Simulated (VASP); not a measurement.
Cu:

```
Cu
1.0
     0.00000    1.80750    1.80750
     1.80750    0.00000    1.80750
     1.80750    1.80750    0.00000
Cu
1
Cartesian
  0.0000 0.0000 0.0000
```

| Property | Result |
| --- | --- |
| Program | VASP 6.6.1 |
| Task | single point |
| Functional | PBEsol |
| Potentials or basis | VASP PAW PBE potentials, release 64 (Cu) |
| Cutoff | 520 eV |
| k mesh | 13 × 13 × 13 |
| Occupations | fermi-dirac, width 0.05 eV |
| Spin | no spin polarisation |

On this cell: pressure -5.9 GPa; band gap on the k mesh none (metal or under the smearing width).

The same run follows on a disturbed copy (cell strained at random at fixed volume):

```xyz
1
Lattice="-0.0086 1.7958 1.8017 1.8230 -0.0241 1.8172 1.7953 1.7836 0.0036" Properties=species:S:1:pos:R:3 pbc="T T T"
Cu    0.0083    0.0555   -0.0414
```

What does the disturbed cell give?

The energy (extrapolated to zero smearing) moves by +1.4 meV/atom; pressure -5.8 GPa; band gap on the k mesh none (metal or under the smearing width).

Stress tensor (GPa, compression positive):
```
-5.91  1.51 -0.75
 1.51 -5.60  0.53
-0.75  0.53 -6.02
```

Caveats: the PAW data sets were made with another functional, which shifts forces and pressure a little.
